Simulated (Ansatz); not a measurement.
# Ag: which structure wins at one pressure

Which of fcc, bcc, hcp, beta tin, diamond, omega has the lowest enthalpy for Ag at one common pressure? The runs shown use LAPW. Companion runs by PAW are cited.

Computed with Ansatz 0.2.0 (DFT, PBE, all-electron LAPW, scalar-relativistic, unless a step's input says otherwise).

### 1 The structure to begin with

It takes space group Fm-3m (No. 225, cubic). The conventional cell has a = 3.887 Å, b = 3.887 Å, c = 3.887 Å, α = 90.00°, β = 90.00°, γ = 90.00°. Ag (site symmetry m-3m) is surrounded by 12 Ag at 2.75 Å.

Coordinates:

```cif
data_structure
_symmetry_space_group_name_H-M 'P 1'
_symmetry_Int_Tables_number 1
_cell_length_a 2.7483
_cell_length_b 2.7483
_cell_length_c 2.7483
_cell_angle_alpha 60.000
_cell_angle_beta 60.000
_cell_angle_gamma 60.000
_cell_volume 14.68
loop_
_atom_site_label
_atom_site_type_symbol
_atom_site_fract_x
_atom_site_fract_y
_atom_site_fract_z
_atom_site_occupancy
Ag1 Ag 0.00000 0.00000 0.00000 1
```

### 2 Fcc relaxed under pressure, LAPW

Input file input.yaml:

```yaml
crystal:
  lattice:
    - [0.0, 1.9433521845, 1.9433521845]
    - [1.9433521845, 0.0, 1.9433521845]
    - [1.9433521845, 1.9433521845, 0.0]
  atoms:
    - { symbol: Ag, position: [0.0, 0.0, 0.0] }
kpoints:
  mp_grid: { grid: [17, 17, 17] }
scf:
  occupations: { method: fermi_dirac, width: 0.08 }
hamiltonian:
  xc: pbe
  pseudopotentials: { kind: all_electron, lapw: { basis_error: 0.0005 } }
output:
  forces: true
  stress: true
  eigenvalues: true
relax:
  f_tol: 0.005
  max_steps: 12
  cell: { p_target: 31.0, stress_tol: 0.03 }
```

The run is started by

```
$ ansatz run input.yaml --threads 1 --pin off --max-ram 3584MiB --backend cpu --events-out ev --progress --plain --runs-dir out
```

Further steps of the session: Bcc relaxed under pressure, LAPW; Hcp relaxed under pressure, LAPW; Beta tin relaxed under pressure, LAPW; Diamond relaxed under pressure, LAPW; Omega relaxed under pressure, LAPW.

What does the calculation give? Wanted: pressure; lowest (for each run or level that gives them).

As calculated:

| quantity | value |
| --- | --- |
| pressure | 31 GPa |
| lowest (LAPW) | fcc, 7.3 meV/atom under hcp |
| lowest (PAW) | fcc, 7.3 meV/atom under hcp |

In words: By LAPW the order is fcc < hcp < bcc < omega < beta tin < diamond. By PAW the order is fcc < hcp < bcc < omega < beta tin < diamond. The methods agree on the lowest phase. Only these structures were tried, with electrons smeared by 0.08 eV and without vibrations, so the true ground state may be another. The k meshes differ between phases and weren't tested, which can move differences by some meV.
